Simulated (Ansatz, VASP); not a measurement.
**Two plane-wave programs on ScAl**

```
Sc Al
1.0
     3.37035    0.00000    0.00000
     0.00000    3.37035    0.00000
     0.00000    0.00000    3.37035
Sc Al
1 1
Cartesian
  1.6852 1.6852 1.6852
  0.0000 0.0000 0.0000
```

The cell comes from a database or a generator and needn't be the stable form of this composition.

Alike in both runs: task relaxation of cell and atoms; functional PBEsol; k mesh 12 × 12 × 12; occupations gaussian, width 0.1 eV; no spin polarisation.

```csv
,VASP,Ansatz
version,VASP 6.6.1,Ansatz 0.2.0
potentials or method,"VASP PAW PBE potentials, release 64 (Sc_sv, Al)","scalar-relativistic, plane waves, PAW"
plane-wave cutoff (eV),600,420
valence electrons in the cell,14,14
```

|  | VASP | Ansatz | Ansatz less VASP |
| --- | --- | --- | --- |
| gap on the k mesh at the Fermi level, each at its own relaxed structure (eV) | none | none | - |
| relaxed volume (Å³/atom) | 18.74 | 18.70 | -0.036 |
| relaxed cell length with the largest relative difference (Å) | 3.347 | 3.344 | -0.0021 |
| energy change over the relaxation (meV/atom) | -2 | -3 | -0.4 |

A gap of «none» marks a metal or a gap that the smearing closes.

Caveats: the PAW data sets were made with another functional, which shifts forces and pressure a little (VASP).
